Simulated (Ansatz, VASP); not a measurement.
**One calculation of W, two programs**

```
W
1.0
     0.00000    2.05671    2.05671
     2.05671    0.00000    2.05671
     2.05671    2.05671    0.00000
W
1
Cartesian
  0.0000 0.0000 0.0000
```

This isn't the form of W at room conditions, which is bcc.

Alike in both runs: task single point; functional r2SCAN; k mesh 11 × 11 × 11; occupations fermi-dirac, width 0.05 eV; no spin polarisation.

|  | VASP | Ansatz |
| --- | --- | --- |
| version | VASP 6.6.1 | Ansatz 0.2.0 |
| potentials or method | VASP PAW PBE potentials, release 64 (W_sv) | Ansatz PAW |
| plane-wave cutoff (eV) | 520 | 500 |
| valence electrons in the cell | 14 | 14 |

|  | VASP | Ansatz | Ansatz less VASP |
| --- | --- | --- | --- |
| gap on the k mesh at the Fermi level (eV) | none | none | - |
| pressure (GPa) | -17.9 | -18.7 | -0.79 |

A gap of «none» marks a metal or a gap that the smearing closes. With one functional, cell and mesh, what is left measures potentials, basis and numerics.

Caveats: so large a pressure means that the cell lies far from this level's equilibrium, or that cutoff or potentials fall short (VASP); the potentials were made for another functional, which shifts forces and pressure (VASP); the PAW data sets come from PBE, with cores solved anew for the run's functional, which leaves a small shift of forces and pressure (Ansatz). Spin-orbit coupling is left out, which matters for the levels of W.
